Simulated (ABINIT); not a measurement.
# MnO (P6_3mc) in ABINIT: single point with PBEsol

Aim: the single point of MnO with PBEsol.

All numbers are computed with ABINIT 10.8.3 (patched build); they aren't measurements. Logs are shortened: lines on timing, memory, paths and dates and some standing lists are left out, and cuts for length are marked. The log counts tension as positive stress, the text compression.

**1. The undisturbed crystal**

It takes space group P6_3mc (No. 186, hexagonal). The conventional cell has a = 3.372 Å, b = 3.372 Å, c = 5.386 Å, α = 90.00°, β = 90.00°, γ = 120.00°. Mn (site symmetry 3m) is surrounded by 4 O at 1.96 to 2.08 Å. O (site symmetry 3m) is surrounded by 4 Mn at 1.96 to 2.08 Å.

Measurements of this composition are mostly on another form, of space group No. 225.

**2. Single point, PBEsol, collinear spin, ferromagnetic start (atoms moved at random, drawn with an rms of 0.05 Å)**

run.abi

```
# Pseudopotentials
pp_dirpath "./"
pseudos "Mn.GGA_PBE-JTH.xml, O.GGA_PBE-JTH.xml"

# Structure
acell 6.3715895744 6.3715895743 10.1771200442
rprim
     1.0000000000     0.0000000000     0.0000000000
    -0.5000000000     0.8660254038     0.0000000000
     0.0000000000     0.0000000000     1.0000000000
ntypat 2
znucl 25 8
natom 4
typat 1 1 2 2
xred
     0.6513910000     0.3205990000     0.5031260000
     0.3373200000     0.6723690000     0.0120570000
     0.6649990000     0.3392700000     0.8767860000
     0.3208640000     0.6515760000     0.3727460000
chkprim 0
chksymtnons 0
tolsym 1.0e-6

# Plane-wave basis
ecut 26.0
pawecutdg 48.0
pawxcdev 0

# k points
kptopt 1
ngkpt 9 9 5
nshiftk 1
shiftk 0.0 0.0 0.0

# Exchange and correlation
ixc -116133

# Bands and occupations
nband 28
occopt 3
tsmear 0.05 eV

# Spin
nsppol 2
spinat
     0.0000000000     0.0000000000     4.0000000000
     0.0000000000     0.0000000000     4.0000000000
     0.0000000000     0.0000000000     0.0000000000
     0.0000000000     0.0000000000     0.0000000000

# SCF cycle
nstep 100
tolvrs 1.0e-9

# Output
iomode 3
prtwf 0
prtden 0
prteig 0
prtebands 0
```

Potentials or basis: JTH PAW PBE v2.0.

The run is started by

```bash
$ mpirun --bind-to none -np 4 abinit run.abi > log 2>&1
```

run.abo:

```text
.Version 10.8.3 of ABINIT
 Symmetries : space group P1 (#  1); Bravais aP (primitive triclinic)
================================================================================
 Values of the parameters that define the memory need of the present run
     intxc =       0    ionmov =       0      iscf =      17    lmnmax =      18
     lnmax =       6     mgfft =      48  mpssoang =       3    mqgrid =    3175
     natom =       4  nloc_mem =       2    nspden =       2   nspinor =       1
    nsppol =       2      nsym =       1    n1xccc =       1    ntypat =       2
    occopt =       3   xclevel =       2
       mpw =        2298          nfft =       43200          nkpt =         203
Pmy_natom=         1
 PAW method is used; the additional fine FFT grid is defined by:
   mgfftf=        64    nfftf =    102400
================================================================================
================================================================================

--------------------------------------------------------------------------------
------------- Echo of variables that govern the present computation ------------
--------------------------------------------------------------------------------
 -outvars: echo values of preprocessed input variables --------
            acell      6.3715895744E+00  6.3715895743E+00  1.0177120044E+01 Bohr
              amu      5.49380500E+01  1.59994000E+01
          chkprim           0
      chksymtnons           0
             ecut      2.60000000E+01 Hartree
                       outvar_i_n : Printing only first  50 k-points.
              ixc     -116133
                       outvar_i_n : Printing only first  50 k-points.
         kptrlatt        9    0    0      0    9    0      0    0    5
          kptrlen      5.08856002E+01
            natom           4
            nband          28
            ngfft          30      30      48
          ngfftdg          40      40      64
             nkpt         203
           nspden           2
           nsppol           2
            nstep         100
             nsym           1
           ntypat           2
                       prtocc : prtvol=0, do not print more k-points.
                       1.000000  1.000000  1.000000  1.000000  1.000000  1.000000
                       1.000000  1.000000  1.000000  1.000000  1.000000  1.000000
                       1.000000  1.000000  1.000000  1.000000  1.000000  1.000000
                       1.000000  1.000000  1.000000  0.000000  0.000000  0.000000
                       0.000000  0.000000  0.000000  0.000000
                       1.000000  1.000000  1.000000  1.000000  1.000000  1.000000
                       1.000000  1.000000  1.000000  1.000000  1.000000  1.000000
                       1.000000  1.000000  1.000000  1.000000  1.000000  1.000000
                       1.000000  1.000000  1.000000  0.000000  0.000000  0.000000
                       0.000000  0.000000  0.000000  0.000000
                       1.000000  1.000000  1.000000  1.000000  1.000000  1.000000
                       1.000000  1.000000  1.000000  1.000000  1.000000  1.000000
                       1.000000  1.000000  1.000000  1.000000  1.000000  1.000000
                       1.000000  1.000000  1.000000  0.000000  0.000000  0.000000
                       0.000000  0.000000  0.000000  0.000000
                       1.000000  1.000000  1.000000  1.000000  1.000000  1.000000
                       1.000000  1.000000  1.000000  1.000000  1.000000  1.000000
[... 218 lines left out ...]
                       1.000000  1.000000  1.000000  1.000000  1.000000  1.000000
                       1.000000  1.000000  1.000000  1.000000  1.000000  1.000000
                       1.000000  1.000000  1.000000  1.000000  1.000000  1.000000
                       1.000000  1.000000  1.000000  0.000000  0.000000  0.000000
                       0.000000  0.000000  0.000000  0.000000
                       1.000000  1.000000  1.000000  1.000000  1.000000  1.000000
                       1.000000  1.000000  1.000000  1.000000  1.000000  1.000000
                       1.000000  1.000000  1.000000  1.000000  1.000000  1.000000
                       1.000000  1.000000  1.000000  0.000000  0.000000  0.000000
                       0.000000  0.000000  0.000000  0.000000
                       1.000000  1.000000  1.000000  1.000000  1.000000  1.000000
                       1.000000  1.000000  1.000000  1.000000  1.000000  1.000000
                       1.000000  1.000000  1.000000  1.000000  1.000000  1.000000
                       1.000000  1.000000  1.000000  0.000000  0.000000  0.000000
                       0.000000  0.000000  0.000000  0.000000
                       prtocc : prtvol=0, do not print more k-points.
           occopt           3
        pawecutdg      4.80000000E+01 Hartree
         pawxcdev           0
           prtden           0
        prtebands           0
           prteig           0
            prtwf           0
            rprim      1.0000000000E+00  0.0000000000E+00  0.0000000000E+00
                      -5.0000000000E-01  8.6602540380E-01  0.0000000000E+00
                       0.0000000000E+00  0.0000000000E+00  1.0000000000E+00
          spgroup           1
           spinat      0.0000000000E+00  0.0000000000E+00  4.0000000000E+00
                       0.0000000000E+00  0.0000000000E+00  4.0000000000E+00
                       0.0000000000E+00  0.0000000000E+00  0.0000000000E+00
                       0.0000000000E+00  0.0000000000E+00  0.0000000000E+00
           tolsym      1.00000000E-06
           tolvrs      1.00000000E-09
           tsmear      1.83746611E-03 Hartree
[... 150 lines left out ...]
 Radius=ratsph(iatom), smearing ratsm=  0.0000. Diff(up-dn)=approximate z local magnetic moment.
    Atom    Radius    up_density   dn_density  Total(up+dn)  Diff(up-dn)
    1 Mn   2.11192     8.672513     4.384941     13.057454     4.287572
    2 Mn   2.11192     8.668705     4.406333     13.075038     4.262372
    3  O   1.41465     2.359353     2.161233      4.520586     0.198120
    4  O   1.41465     2.366681     2.169570      4.536251     0.197111
 ------------------------------------------------------------------------------------------------------------
  Sum:                22.067252    13.122076     35.189329     8.945176
 Total magnetization (from the atomic spheres):                8.945176
 Total magnetization (exact up - dn):                          9.986795

================================================================================

 ----iterations are completed or convergence reached----

 Mean square residual over all n,k,spin=   26.469E-09; max=  51.384E-06
 reduced coordinates (array xred) for    4 atoms
       0.651391000000      0.320599000000      0.503126000000
       0.337320000000      0.672369000000      0.012057000000
       0.664999000000      0.339270000000      0.876786000000
       0.320864000000      0.651576000000      0.372746000000
 rms dE/dt=  7.6567E-02; max dE/dt=  2.0326E-01; dE/dt below (all hartree)
    1      -0.009825598629      0.006169764648      0.004683259600
    2       0.011294716662     -0.007544060831      0.203263668438
    3      -0.010842919919      0.009617648443     -0.043812043699
    4       0.010326343057     -0.009282231095     -0.162392634677

 cartesian coordinates (angstrom) at end:
    1      1.65581320943498     0.93614197936224     2.70958507116922
    2      0.00382856536519     1.96330258834810     0.06493297345613
    3      1.67021879767569     0.99066088583629     4.72193099980954
    4     -0.01660225077150     1.90258748887218     2.00742358164365

 cartesian forces (hartree/bohr) at end:
    1      0.00157946989598    -0.00025328523440    -0.00041737713284
    2     -0.00173529403300     0.00031824278101    -0.01992981365467
    3      0.00173913512195    -0.00078595020215     0.00434775318776
    4     -0.00158331098493     0.00072099265554     0.01599943759976
 frms,max,avg= 7.5531288E-03 1.9929814E-02  -3.737E-05  2.549E-05 -4.280E-05 h/b

 cartesian forces (eV/Angstrom) at end:
    1      0.08121960762308    -0.01302445042305    -0.02146239510275
    2     -0.08923240691671     0.01636470177026    -1.02483222323628
    3      0.08942992365187    -0.04041518435547     0.22357045794285
    4     -0.08141712435824     0.03707493300826     0.82272416039618
 frms,max,avg= 3.8839750E-01 1.0248322E+00  -1.922E-03  1.311E-03 -2.201E-03 e/A
 length scales=  6.371589574400  6.371589574300 10.177120044200 bohr
              =  3.371699997712  3.371699997659  5.385499996361 angstroms
 Fermi (or HOMO) energy (hartree) =   0.21879   Average Vxc (hartree)=  -0.38535
 Magnetization (Bohr magneton)=  9.98679454E+00
 Total spin up =  2.59933973E+01   Total spin down =  1.60066027E+01
 Eigenvalues (hartree) for nkpt= 203  k points, SPIN UP:
 kpt#   1, nband= 28, wtk=  0.00247, kpt=  0.0000  0.0000  0.0000 (reduced coord)
  -2.78051   -2.77537   -1.63719   -1.63688   -1.63667   -1.63216   -1.63176   -1.63148
  -0.51837   -0.49606   -0.04801   -0.01797   -0.01597   -0.01394    0.00022    0.00203
   0.10082    0.10244    0.12075    0.12147    0.12330    0.15938    0.18007    0.18273
   0.21827    0.21948    0.22083    0.34933
      occupation numbers for kpt#   1
   1.00000    1.00000    1.00000    1.00000    1.00000    1.00000    1.00000    1.00000
   1.00000    1.00000    1.00000    1.00000    1.00000    1.00000    1.00000    1.00000
   1.00000    1.00000    1.00000    1.00000    1.00000    1.00000    1.00000    1.00000
   0.56991    0.40699    0.24799    0.00000
 prteigrs : prtvol=0 or 1, do not print more k-points.

 Eigenvalues (hartree) for nkpt= 203  k points, SPIN DOWN:
 kpt#   1, nband= 28, wtk=  0.00247, kpt=  0.0000  0.0000  0.0000 (reduced coord)
  -2.60518   -2.60107   -1.46509   -1.46477   -1.46458   -1.46094   -1.46066   -1.46041
  -0.50010   -0.47858   -0.01761    0.03064    0.03210    0.03376    0.04473    0.04625
   0.21180    0.25132    0.25336    0.26050    0.28008    0.28292    0.31104    0.31386
   0.34080    0.34618    0.34815    0.40264
      occupation numbers for kpt#   1
   1.00000    1.00000    1.00000    1.00000    1.00000    1.00000    1.00000    1.00000
   1.00000    1.00000    1.00000    1.00000    1.00000    1.00000    1.00000    1.00000
   0.97819    0.00000    0.00000    0.00000    0.00000    0.00000    0.00000    0.00000
   0.00000    0.00000    0.00000    0.00000
 prteigrs : prtvol=0 or 1, do not print more k-points.

--- !EnergyTerms
iteration_state     : {dtset: 1, }
comment             : Components of total free energy in Hartree
kinetic             :  4.02668594287313E+01
hartree             :  6.49066062654175E+01
xc                  : -1.30854534093545E+01
Ewald energy        : -1.49628055593353E+02
psp_core            :  8.08358206611181E+00
local_psp           : -1.78189988576765E+02
PAW spherical_terms : -1.40439255480273E+01
internal            : -2.41690375367239E+02
'-kT*entropy'       : -1.38888952458663E-04
total_energy        : -2.41690514256192E+02
total_energy_eV     : -6.57673393541500E+03
...

--- !EnergyTermsDC
iteration_state     : {dtset: 1, }
comment             : '"Double-counting" decomposition of free energy'
band_energy         : -2.98409761991624E+01
Ewald energy        : -1.49628055593353E+02
psp_core            :  8.08358206611181E+00
xc_dc               : -6.08918663570280E+01
PAW spherical_terms : -9.41305988286616E+00
internal            : -2.41690375966297E+02
'-kT*entropy'       : -1.38888952458663E-04
total_energy_dc     : -2.41690514855250E+02
total_energy_dc_eV  : -6.57673395171621E+03
...

--- !EnergyTermsWithPAWCore
iteration_state     : {dtset: 1, }
comment             : 'Components of total free energy, including PAW core contributions'
Total energy        : -2.46511009823738E+03
Total energy DC     : -2.46511009883644E+03
Total energy (eV)   : -6.70790630220055E+04
Total energy DC (eV): -6.70790630383067E+04
...

 Cartesian components of stress tensor (hartree/bohr^3)
  sigma(1 1)=  3.63530243E-05  sigma(3 2)=  5.42884053E-06
  sigma(2 2)=  4.37664012E-05  sigma(3 1)=  3.30075708E-06
  sigma(3 3)= -1.74562602E-04  sigma(2 1)=  1.66616690E-05

-Cartesian components of stress tensor (GPa)         [Pressure=  9.2620E-01 GPa]
- sigma(1 1)=  1.06954290E+00  sigma(3 2)=  1.59722003E-01
- sigma(2 2)=  1.28765198E+00  sigma(3 1)=  9.71116259E-02
- sigma(3 3)= -5.13580906E+00  sigma(2 1)=  4.90203226E-01

== END DATASET(S) ==============================================================
================================================================================

 -outvars: echo values of variables after computation  --------
            acell      6.3715895744E+00  6.3715895743E+00  1.0177120044E+01 Bohr
           etotal     -2.4169051486E+02
            fcart      1.5794698960E-03 -2.5328523440E-04 -4.1737713284E-04
                      -1.7352940330E-03  3.1824278101E-04 -1.9929813655E-02
                       1.7391351219E-03 -7.8595020215E-04  4.3477531878E-03
                      -1.5833109849E-03  7.2099265554E-04  1.5999437600E-02
            rprim      1.0000000000E+00  0.0000000000E+00  0.0000000000E+00
                      -5.0000000000E-01  8.6602540380E-01  0.0000000000E+00
                       0.0000000000E+00  0.0000000000E+00  1.0000000000E+00
           strten      3.6353024308E-05  4.3766401170E-05 -1.7456260185E-04
                       5.4288405304E-06  3.3007570752E-06  1.6661668981E-05
           xangst      1.6558132094E+00  9.3614197936E-01  2.7095850712E+00
                       3.8285653652E-03  1.9633025883E+00  6.4932973456E-02
                       1.6702187977E+00  9.9066088584E-01  4.7219309998E+00
                      -1.6602250771E-02  1.9025874889E+00  2.0074235816E+00
             xred      6.5139100000E-01  3.2059900000E-01  5.0312600000E-01
                       3.3732000000E-01  6.7236900000E-01  1.2057000000E-02
                       6.6499900000E-01  3.3927000000E-01  8.7678600000E-01
                       3.2086400000E-01  6.5157600000E-01  3.7274600000E-01
 Calculation completed.
```

It took 8 min on 4 MPI ranks of Arm Neoverse V2, shared host; peak memory 1.2 GiB.

Results:

| Quantity | Value |
| --- | --- |
| Free energy | -6576.7340 eV |
| Pressure | 0.9 GPa |
| Largest force | 1.029 eV/Å |
| Band gap on the k mesh | none (metal or under the smearing width) |
| Net moment | 9.99 μB per cell |
| Site moments | Mn +4.29, +4.26; O +0.20 μB |
| Valence electrons inside the program's atomic spheres | Mn 13.06, 13.07; O 4.52, 4.54 |

Forces on the atoms (eV/Å):
```
Mn   0.081 -0.013 -0.021
Mn  -0.089  0.016 -1.025
O    0.089 -0.040  0.224
O   -0.081  0.037  0.823
```

Stress tensor (GPa, compression positive):
```
-1.07 -0.49 -0.10
-0.49 -1.29 -0.16
-0.10 -0.16  5.14
```

Levels at points of the mesh, in eV from the Fermi level:
Spin up:
```csv
k point,band 24,band 25,band 26,band 27,band 28
"(0.00, 0.00, 0.00)",-0.98,-0.01,0.02,0.06,3.55
```
Spin down:
| k point | band 14 | band 15 | band 16 | band 17 | band 18 | band 19 |
| --- | --- | --- | --- | --- | --- | --- |
| (0.00, 0.00, 0.00) | -5.03 | -4.74 | -4.70 | -0.19 | 0.89 | 0.94 |

Caveat: the PAW data sets were made with another functional, which shifts forces and pressure a little; semilocal functionals often make such compounds metallic where correlation or magnetic order opens a gap, which also shifts bond lengths; only a ferromagnetic start was run, and an antiferromagnetic order may lie lower in energy.
